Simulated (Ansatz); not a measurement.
# F (diamond type): the cost of one run

Method: DFT PBE, with the methods named in each step, in Ansatz 0.2.0.

## (1) The starting structure

The structure is cubic, space group Fd-3m (No. 227). The conventional cell has a = 5.066 Å, b = 5.066 Å, c = 5.066 Å, α = 90.00°, β = 90.00°, γ = 90.00°. F (site symmetry -43m) has 4 F at 2.19 Å in its first shell of neighbours.

Coordinates:

```xyz
2
Lattice="0.0000 2.5329 2.5329 2.5329 0.0000 2.5329 2.5329 2.5329 0.0000" Properties=species:S:1:pos:R:3 pbc="T T T"
F    -0.6332   -0.6332   -0.6332
F     0.6332    0.6332    0.6332
```

Whether this phase is the stable one at these pressures isn't tested.

Atoms are numbered in the order of the input: F1, F2.

## (2) Cell relaxed at zero pressure, PAW

Contents of input.yaml:

```yaml
crystal:
  lattice:
    - [0.0, 2.5328985096, 2.5328985096]
    - [2.5328985096, 0.0, 2.5328985096]
    - [2.5328985096, 2.5328985096, 0.0]
  atoms:
    - { symbol: F, position: [-0.125, -0.125, -0.125] }
    - { symbol: F, position: [0.125, 0.125, 0.125] }
kpoints:
  mp_grid: { grid: [13, 13, 13] }
scf:
  occupations: { method: fermi_dirac, width: 0.05 }
hamiltonian:
  xc: pbe
  pseudopotentials: { kind: paw }
output:
  forces: true
  stress: true
  write_density: true
  write_potential: true
  elf: true
  volumetric_format: npy
relax:
  f_tol: 0.005
  max_steps: 40
  cell: {}
```

Run with:

```bash
ansatz run input.yaml --threads 1 --pin off --max-ram 2048MiB --backend cpu --events-out ev --progress --plain --runs-dir out
```

Q: Estimate wall time and peak memory on 1 thread of Arm Neoverse V1, shared host.

About 15 s, with a peak of 0.32 GiB.
